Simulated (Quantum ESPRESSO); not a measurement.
This Quantum ESPRESSO 7.5 run on SrO needs a look.

File pw.in:

```
&CONTROL
  calculation = 'scf'
  prefix = 'pwscf'
  outdir = './tmp'
  pseudo_dir = './pseudo'
  tprnfor = .true.
  disk_io = 'low'
/
&SYSTEM
  ibrav = 0
  nat = 2
  ntyp = 2
  ecutwfc = 88
  nbnd = 17
  input_dft = 'r2scan'
  occupations = 'fixed'
  nspin = 2
  starting_magnetization(1) = 0.05
  starting_magnetization(2) = 0
  tot_magnetization = 0
  nosym = .true.
/
&ELECTRONS
  conv_thr = 1d-08
  electron_maxstep = 100
  mixing_beta = 2
  mixing_ndim = 1
/
ATOMIC_SPECIES
Sr    87.6200 Sr_ONCV_PBE-1.2.upf
O     15.9990 O_ONCV_PBE-1.2.upf
CELL_PARAMETERS angstrom
   0.0000000000    2.5663000000    2.5663000000
   2.5663000000    0.0000000000    2.5663000000
   2.5663000000    2.5663000000    0.0000000000
ATOMIC_POSITIONS crystal
Sr     0.5192770000    0.5012170000    0.5035900000
O     -0.0153760000    0.0280210000   -0.0066030000
K_POINTS automatic
6 6 6 0 0 0
```

Potentials or basis: SG15 PBE 1.2.

Command:

```bash
$ OMP_NUM_THREADS=1 pw.x -in pw.in > pw.out
```

pw.out:

```text
This program is part of the open-source Quantum ESPRESSO suite
     for quantum simulation of materials; please cite
         "P. Giannozzi et al., J. Phys.:Condens. Matter 21 395502 (2009);
         "P. Giannozzi et al., J. Phys.:Condens. Matter 29 465901 (2017);
         "P. Giannozzi et al., J. Chem. Phys. 152 154105 (2020);
     in publications or presentations arising from this work. More details at

     IMPORTANT: XC functional enforced from input :
     Exchange-correlation= R2SCAN
                           (   0   0   0   0   0 497 498)
     Any further DFT definition will be discarded
     Please, verify this is what you really want

     G-vector sticks info
     --------------------
     sticks:   dense  smooth     PW     G-vecs:    dense   smooth      PW
     Sum        1147    1147    349                25509    25509    4279

     Using Slab Decomposition

     bravais-lattice index     =            0
     lattice parameter (alat)  =       6.8584  a.u.
     unit-cell volume          =     228.1124 (a.u.)^3
     number of atoms/cell      =            2
     number of atomic types    =            2
     number of electrons       =        16.00 (up:   8.00, down:   8.00)
     number of Kohn-Sham states=           17
     kinetic-energy cutoff     =      88.0000  Ry
     charge density cutoff     =     352.0000  Ry
     scf convergence threshold =      1.0E-08
     mixing beta               =       2.0000
[... 41 lines left out ...]
     O                 6.00    15.99900     O ( 1.00)

     Starting magnetic structure
     atomic species   magnetization
     Sr              0.050
     O               0.000

     No symmetry found

   Cartesian axes

     site n.     atom                  positions (alat units)
         1        Sr     tau(   1) = (   0.7105058   0.7232762   0.7215982  )
         2        O      tau(   2) = (   0.0151448  -0.0155415   0.0089414  )

     number of k points=   112

     Number of k-points >= 100: set verbosity='high' to print them.

     Dense  grid:    25509 G-vectors     FFT dimensions: (  45,  45,  45)

     WARNING: libxc functional with ID  497 depends
      on external parameters: check the user_guide of
      QE if you need to modify them or to check their
      default values.

     WARNING: libxc functional with ID  498 depends
      on external parameters: check the user_guide of
      QE if you need to modify them or to check their
      default values.
     Generating pointlists ...
     new r_m :   0.2787 (alat units)  1.9111 (a.u.) for type    1
     new r_m :   0.2787 (alat units)  1.9111 (a.u.) for type    2

     Initial potential from superposition of free atoms

     starting charge      15.7183, renormalised to      16.0000
     Starting wfcs are random

     Self-consistent Calculation

     iteration #  1     ecut=    88.00 Ry     beta= 2.00
     Davidson diagonalization with overlap
```

Task: How did it end, and where is the flaw?

Result: The calculation hadn't finished when its time ran out. The input holds a flaw that was put in on purpose: mixing far too strong (mixing_beta = 2; mixing_ndim = 1).
